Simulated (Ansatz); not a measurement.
The system is CdF2.

```
Cd F
1.0
     0.00000    2.69400    2.69400
     2.69400    0.00000    2.69400
     2.69400    2.69400    0.00000
Cd F
1 2
Direct
  0.00000 0.00000 0.00000
  0.75000 0.75000 0.75000
  0.25000 0.25000 0.25000
```

Base run:

```yaml
Program: Ansatz 0.2.0
Functional: LDA
Potentials_or_basis: Ansatz PAW
Cutoff: 420 eV
Density_cutoff: 1680 eV
k_mesh: 8 × 8 × 8
Occupations: fixed
Spin: no spin polarisation
```

Its results: band gap on the k mesh 2.81 eV, indirect (least direct gap 3.29 eV); pressure -5.7 GPa.

**Question.** The run is repeated on the same cell with these changes: functional from LDA to r2SCAN; cutoff from 420 eV to 500 eV; density cutoff from 1680 eV to 2000 eV; level from lda to r2scan. What comes out?

**Answer.** Band gap on the k mesh 3.79 eV, indirect (least direct gap 4.31 eV); pressure 0.0 GPa.

Caveats: the PAW data sets come from PBE, with cores solved anew for the run's functional, which leaves a small shift of forces and pressure.

Not every run made on this cell is shown here.
